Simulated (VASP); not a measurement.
# Be (P6_3/mmc) in VASP: notebook

Runs on Be. Level: PBE. Tasks: relaxation of cell and atoms.

Everything below comes from runs of VASP 6.6.1. Logs are shortened: lines on timing, memory, paths and dates and some standing lists are left out, and cuts for length are marked.

## Step 1: Starting point

It takes space group P6_3/mmc (No. 194, hexagonal). The conventional cell has a = 2.285 Å, b = 2.285 Å, c = 3.584 Å, α = 90.00°, β = 90.00°, γ = 120.00°. Around Be (site symmetry -6m2) lie 12 Be at 2.23 to 2.29 Å.

## Step 2: Relaxation of cell and atoms, PBE

INCAR

```
SYSTEM = Be
PREC     = Accurate       ! precision mode
ENCUT    = 520            ! plane-wave cutoff, eV
EDIFF    = 1E-6           ! SCF threshold, eV
ISMEAR   = 0              ! smearing method
SIGMA    = 0.1            ! smearing width, eV
LREAL    = .FALSE.        ! projectors in reciprocal space
LASPH    = .TRUE.         ! aspherical terms in the spheres
NELM     = 120            ! most SCF steps
ALGO     = Normal         ! electronic algorithm
ISIF     = 3              ! what is computed and relaxed
LWAVE    = .FALSE.        ! write WAVECAR
LCHARG   = .FALSE.        ! write CHGCAR
GGA      = PE             ! functional
IBRION   = 2              ! ionic algorithm
NSW      = 90             ! ionic steps
EDIFFG   = -0.01          ! ionic threshold
```

KPOINTS

```
Automatic mesh
0
G
  22 22 12
  0 0 0
```

POSCAR

```
Be
1.0
    2.2853000000      0.0000000000      0.0000000000
   -1.1426500000      1.9791278600      0.0000000000
    0.0000000000      0.0000000000      3.5842000000
Be
2
Direct
    0.3333333300      0.6666666700      0.2500000000
    0.6666666700      0.3333333300      0.7500000000
```

Potentials or basis: VASP PAW PBE potentials, release 64 (Be).

Launch:

```
> cat potpaw_PBE.64/Be/POTCAR > POTCAR
> mpirun -np 1 vasp_std > vasp.out
```

OUTCAR:

```text
SYSTEM = Be
   PREC = Accurate
   ENCUT = 520
   EDIFF = 1E-6
   ISMEAR = 0
   LREAL = .FALSE.
   LASPH = .TRUE.
   NELM = 120
   ISIF = 3
   GGA = PE
   IBRION = 2
   NSW = 90
   EDIFFG = -0.01

 ion  position               nearest neighbor table
   1  0.333  0.667  0.250-   2 2.23   2 2.23   2 2.23   2 2.23   2 2.23   2 2.23
   2  0.667  0.333  0.750-   1 2.23   1 2.23   1 2.23   1 2.23   1 2.23   1 2.23

  LATTYP: Found a hexagonal cell.
 ALAT       =     2.2853000000
 C/A-ratio  =     1.5683717674

  Lattice vectors:

 A1 = (   2.2853000000,   0.0000000000,   0.0000000000)
 A2 = (  -1.1426500000,   1.9791278600,   0.0000000000)
 A3 = (   0.0000000000,   0.0000000000,   3.5842000000)

Analysis of symmetry for initial positions (statically):
=====================================================================
 Subroutine PRICEL returns:
 Original cell was already a primitive cell.

 Routine SETGRP: Setting up the symmetry group for a
 hexagonal supercell.

 Subroutine GETGRP returns: Found 24 space group operations
 (whereof 12 operations were pure point group operations)
 out of a pool of 24 trial point group operations.

The static configuration has the point symmetry D_3d.
 The point group associated with its full space group is D_6h.

Analysis of symmetry for dynamics (positions and initial velocities):
=====================================================================
 Subroutine PRICEL returns:
 Original cell was already a primitive cell.

 Routine SETGRP: Setting up the symmetry group for a
 hexagonal supercell.

 Subroutine GETGRP returns: Found 24 space group operations
 (whereof 12 operations were pure point group operations)
 out of a pool of 24 trial point group operations.

The dynamic configuration has the point symmetry D_3d.
 The point group associated with its full space group is D_6h.

 Subroutine INISYM returns: Found 24 space group operations
 (whereof 12 operations are pure point group operations),
 and found     1 'primitive' translations

----------------------------------------------------------------------------------------

                                     Primitive cell

  volume of cell :      16.2110

  direct lattice vectors                    reciprocal lattice vectors
     2.285300000  0.000000000  0.000000000     0.437579311  0.252636533  0.000000000
    -1.142650000  1.979127860  0.000000000     0.000000000  0.505273065  0.000000000
     0.000000000  0.000000000  3.584200000     0.000000000  0.000000000  0.279002288

  length of vectors
     2.285300000  2.285300004  3.584200000     0.505273066  0.505273065  0.279002288

  position of ions in fractional coordinates (direct lattice)
     0.333333330  0.666666670  0.250000000
     0.666666670  0.333333330  0.750000000

  ion indices of the primitive-cell ions
   primitive index   ion index
                 1           1
                 2           2

----------------------------------------------------------------------------------------

 KPOINTS: Automatic mesh

Automatic generation of k-mesh.
 Grid dimensions read from file:
 generate k-points for:   22   22   12

 Generating k-lattice:

  Cartesian coordinates                     Fractional coordinates (reciprocal lattice)
     0.019889969  0.011483479  0.000000000     0.045454545  0.000000000  0.000000000
     0.000000000  0.022966958  0.000000000     0.000000000  0.045454545  0.000000000
     0.000000000  0.000000000  0.023250191     0.000000000  0.000000000  0.083333333

  Length of vectors
     0.022966958  0.022966958  0.023250191

  Shift w.r.t. Gamma in fractional coordinates (k-lattice)
     0.000000000  0.000000000  0.000000000

 Subroutine IBZKPT returns following result:
 ===========================================

 Found    364 irreducible k-points:

 Following reciprocal coordinates:
            Coordinates               Weight
  0.000000  0.000000  0.000000      1.000000
  0.045455 -0.000000  0.000000      6.000000
  0.090909 -0.000000  0.000000      6.000000
  0.136364  0.000000  0.000000      6.000000
  0.181818 -0.000000  0.000000      6.000000
  0.227273  0.000000  0.000000      6.000000
[... 16 lines left out ...]
  0.090909  0.090909  0.000000      6.000000
  0.136364  0.090909  0.000000     12.000000
 [... further k-points ...]
   k-points           NKPTS =    364   k-points in BZ     NKDIM =    364   number of bands    NBANDS=      6
   number of dos      NEDOS =    301   number of ions     NIONS =      2
   total plane-waves  NPLWV =   9072
   dimension x,y,z NGX =    18 NGY =   18 NGZ =   28
   dimension x,y,z NGXF=    36 NGYF=   36 NGZF=   56
   ions per type =               2
   NGX,Y,Z   is equivalent  to a cutoff of  13.09, 13.09, 12.99 a.u.
   NGXF,Y,Z  is equivalent  to a cutoff of  26.19, 26.19, 25.97 a.u.
 SYSTEM =  Be
   PREC   = accura    normal or accurate (medium, high low for compatibility)
   ISTART =      0    job   : 0-new  1-cont  2-samecut
   ICHARG =      2    charge: 1-file 2-atom 10-const
   ISPIN  =      1    spin polarized calculation?
   LNONCOLLINEAR =      F non collinear calculations
   LSORBIT =      F    spin-orbit coupling
   LASPH  =      T    aspherical Exc in radial PAW
   ENCUT  =  520.0 eV  38.22 Ry    6.18 a.u.   4.25  4.25  6.66*2*pi/ulx,y,z
   NELM   =    120;   NELMIN=  2; NELMDL= -5     # of ELM steps
   EDIFF  = 0.1E-05   stopping-criterion for ELM
   LREAL  =      F    real-space projection
   EDIFFG = -.1E-01   stopping-criterion for IOM
   NSW    =     90    number of steps for IOM
   IBRION =      2    ionic relax: 0-MD 1-quasi-New 2-CG
   NFREE  =      1    steps in history (QN), initial steepest desc. (CG)
   ISIF   =      3    stress and relaxation
   ISYM   =      2    0-nonsym 1-usesym 2-fastsym
   POTIM  = 0.5000    time-step for ionic-motion
   TEBEG  =    0.0;   TEEND  =   0.0 temperature during run
   PSTRESS=    0.0 pullay stress
   NELECT =       4.0000    total number of electrons
   NUPDOWN=      -1.0000    fix difference up-down
   EMIN   =  10.00;   EMAX   =-10.00  energy-range for DOS
   EFERMI =   0.00;   METHOD = LEGACY
   ISMEAR =     0;   SIGMA  =   0.10  broadening in eV -4-tet -1-fermi 0-gaus
   EFERMI_NEDOS =   21; number of points for ismear=-14 and -15
   IALGO  =     38    algorithm
   IMIX   =      4    mixing-type and parameters
     AMIX     =   0.40;   BMIX     =  1.00
     AMIX_MAG =   1.60;   BMIX_MAG =  1.00
  volume/ion in A,a.u.               =       8.11        54.70
  Fermi-wavevector in a.u.,A,eV,Ry     =   1.026814  1.940397 14.345258  1.054347
  Thomas-Fermi vector in A             =   2.160726
   LORBIT       =      0    0 simple, 1 ext, 2 COOP (PROOUT), +10 PAW based schemes
   GGA     = PE    functional components
   LHFCALC =     F    Hartree Fock is set to
   AEXX    =    0.0000 exact exchange contribution
   IVDW    =     0    specifies the selected vdW correction
   LEPSILON=     F    determine dielectric tensor
   LRPA    =     F    only Hartree local field effects (RPA)
 conjugate gradient relaxation of ions
 non-spin polarized calculation
 Gauss-broadening in eV      SIGMA  =   0.10
  energy-cutoff  :      520.00
  volume of cell :       16.21
 maximum number of plane-waves:       454
 NGX is ok and might be reduce to    18
   NGX =  9   NGY =  9   NGZ = 13

--------------------------------------- Ionic step        1  -------------------------------------------

 number of electron       4.0000000 magnetization

 Free energy of the ion-electron system (eV)
  ---------------------------------------------------
  ext. energy  EPLUGINS =         0.00000000
  ---------------------------------------------------
  free energy    TOTEN  =        -7.53122663 eV

  energy without entropy =       -7.53059461  energy(sigma->0) =       -7.53091062

------------------------ aborting loop because EDIFF is reached ----------------------------------------

  FORCE on cell =-STRESS in cart. coord.  units (eV):
  Direction    XX          YY          ZZ          XY          YZ          ZX
  --------------------------------------------------------------------------------------
  -------------------------------------------------------------------------------------
  Total       -0.3410589     -0.3410589     -0.1573469      0.0000000      0.0000000     -0.0000000
  in kB      -33.7078172    -33.7078173    -15.5510399      0.0000000      0.0000000     -0.0000000
  external PRESSURE =     -27.6555581 kB  Pullay stress =       0.0000000 kB

 VOLUME and BASIS-vectors are now :
 -----------------------------------------------------------------------------
  energy-cutoff  :      520.00
  volume of cell :       16.21
      direct lattice vectors                 reciprocal lattice vectors
     2.285300000  0.000000000  0.000000000     0.437579311  0.252636533  0.000000000
    -1.142650000  1.979127860  0.000000000     0.000000000  0.505273065  0.000000000
     0.000000000  0.000000000  3.584200000     0.000000000  0.000000000  0.279002288
[... 109 lines left out ...]
 POSITION                                       TOTAL-FORCE (eV/Angst)
 -----------------------------------------------------------------------------------
     -0.00000      1.30628      0.89193         0.000000      0.000000      0.000000
      1.13127      0.65314      2.67580        -0.000000     -0.000000      0.000000
 -----------------------------------------------------------------------------------
    total drift:                                0.000000     -0.000000      0.000000

  FREE ENERGIE OF THE ION-ELECTRON SYSTEM (eV)
  ---------------------------------------------------
  free  energy   TOTEN  =        -7.5349866112 eV

  energy  without entropy=       -7.5343935404  energy(sigma->0) =       -7.53469008

--------------------------------------- Ionic step        5  -------------------------------------------

 number of electron       4.0000000 magnetization

 Free energy of the ion-electron system (eV)
  ---------------------------------------------------
  ext. energy  EPLUGINS =         0.00000000
  ---------------------------------------------------
  free energy    TOTEN  =        -7.53500209 eV

  energy without entropy =       -7.53441449  energy(sigma->0) =       -7.53470829

 E-fermi :   7.2057     XC(G=0): -10.6036

 val. band max:        7.1903194480   @ k =   0.2727   0.2727   0.0833
 cond. band min:       7.2499912295   @ k =   0.2273   0.1818   0.0000
 fundamental gap:      0.0596717816
 Fermi energy:         7.2056702532

 k-point     1 :       0.0000    0.0000    0.0000
  band No.  band energies     occupation
      1      -4.3280      2.00000
      2       2.5585      2.00000
      3       8.0880      0.00000
      4      23.0581      0.00000
      5      23.0581      0.00000
      6      25.8905      0.00000

 k-point     2 :       0.0455   -0.0000    0.0000
  band No.  band energies     occupation
      1      -4.2685      2.00000
      2       2.6365      2.00000
      3       8.1062      0.00000
      4      22.5510      0.00000
      5      22.6655      0.00000
      6      25.8964      0.00000
[... 181 lines left out ...]
 k-point    23 :       0.0909    0.0909    0.0000
  band No.  band energies     occupation
      1      -3.6132      2.00000
      2       3.4925      2.00000
      3       8.2812      0.00000
      4      19.1248      0.00000
      5      19.6772      0.00000
      6      25.7639      0.00000

 k-point    24 :       0.1364    0.0909    0.0000
  band No.  band energies     occupation
      1      -3.1956      2.00000
      2       4.0354      2.00000
      3       8.3629      0.00000
      4      17.4244      0.00000
      5      18.6858      0.00000
      6      25.2132      0.00000

 [... further k-points ...]
[... 5 lines left out ...]
  --------------------------------------------------------------------------------------
  -------------------------------------------------------------------------------------
  Total        0.0044724      0.0044724      0.0054834      0.0000000      0.0000000      0.0000000
  in kB        0.4528891      0.4528891      0.5552606      0.0000000      0.0000000      0.0000000
  external PRESSURE =       0.4870129 kB  Pullay stress =       0.0000000 kB

 VOLUME and BASIS-vectors are now :
 -----------------------------------------------------------------------------
  energy-cutoff  :      520.00
  volume of cell :       15.82
      direct lattice vectors                 reciprocal lattice vectors
     2.262027476 -0.000000000 -0.000000000     0.442081279  0.255235745 -0.000000000
    -1.131013738  1.958973263  0.000000000     0.000000000  0.510471490 -0.000000000
     0.000000000  0.000000000  3.570569170     0.000000000 -0.000000000  0.280067393

 POSITION                                       TOTAL-FORCE (eV/Angst)
 -----------------------------------------------------------------------------------
     -0.00000      1.30598      0.89264        -0.000000     -0.000000      0.000000
      1.13101      0.65299      2.67793         0.000000      0.000000      0.000000
 -----------------------------------------------------------------------------------
    total drift:                                0.000000     -0.000000      0.000000

  FREE ENERGIE OF THE ION-ELECTRON SYSTEM (eV)
  ---------------------------------------------------
  free  energy   TOTEN  =        -7.5350020871 eV

  energy  without entropy=       -7.5344144948  energy(sigma->0) =       -7.53470829

 reached required accuracy - stopping structural energy minimisation
```

Wall time 76 s (1 thread of Intel Xeon Platinum 8175M at 2.50GHz (Skylake/Cascade Lake), shared host); peak memory 0.14 GiB.

What came out:

```
Free energy                            : -7.5350 eV
Relaxed volume                         : 7.91 Å³/atom
Relaxed cell                           : a = 2.262 Å, b = 2.262 Å, c = 3.571 Å, α = 90.00°, β = 90.00°, γ = 120.00°
Space group after relaxing (to 0.05 Å) : P6_3/mmc (No. 194)
Energy gained by relaxing              : 1.9 meV/atom
Ionic steps                            : 5
Pressure after relaxing                : 0.0 GPa
Band gap on the k mesh                 : none (metal or under the smearing width)
```

The path:
```csv
step,energy change (eV),largest force (eV/Å),pressure (GPa),volume (Å³)
1,0.0000,0.0000,-2.77,16.21
2,-0.0037,0.0000,-0.42,15.88
3,-0.0038,0.0000,0.05,15.82
4,-0.0038,0.0000,0.10,15.82
5,-0.0038,0.0000,0.05,15.82
```

Final structure:
```xyz
2
Lattice="2.2620 0.0000 0.0000 -1.1310 1.9590 0.0000 0.0000 0.0000 3.5706" Properties=species:S:1:pos:R:3 pbc="T T T"
Be    0.0000    1.3060    0.8926
Be    1.1310    0.6530    2.6779
```

Levels at points of the mesh, in eV from the Fermi level:
```csv
k point,band 1,band 2,band 3,band 4,band 5,band 6
"(0.00, 0.00, 0.00)",-11.53,-4.65,0.88,15.85,15.85,18.68
"(0.50, 0.00, 0.00)",-5.18,-3.31,3.44,6.30,6.54,9.26
"(0.00, 0.00, 0.50)",-9.38,-9.38,10.45,10.45,17.49,17.49
"(0.50, 0.00, 0.50)",-3.80,-3.80,1.39,1.39,11.86,11.86
```

(Part 1 of 2 ends here.)
